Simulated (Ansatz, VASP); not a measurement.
# One calculation of Ga3S2, two programs

```xyz
5
Lattice="4.9299 0.0000 0.0000 0.0000 4.9299 0.0000 0.0000 0.0000 4.9299" Properties=species:S:1:pos:R:3 pbc="T T T"
Ga    0.0000    2.4649    2.4649
Ga    2.4649    0.0000    2.4649
Ga    2.4649    2.4649    0.0000
S     2.4649    2.4649    2.4649
S     0.0000    0.0000    0.0000
```

Alike in both runs: functional PBE; k mesh 4 × 4 × 4; occupations gaussian, width 0.1 eV; no spin polarisation.

Ansatz relaxed the structure, and its values are those at the end. VASP's run is a single point on that final structure, the one shown.

```csv
,VASP,Ansatz
version,VASP 6.6.1,Ansatz 0.2.0
potentials or method,"VASP PAW PBE potentials, release 64 (Ga_d, S)","scalar-relativistic, plane waves, PAW"
plane-wave cutoff (eV),520,420
valence electrons in the cell,51,51
```

```tsv
	VASP	Ansatz	Ansatz less VASP
gap on the k mesh at the Fermi level (eV)	none	none	-
pressure (GPa)	0.2	0.1	-0.06
```

A gap of «none» marks a metal or a gap that the smearing closes. The functional is the same, so the differences come from potentials, cutoffs and numerics.
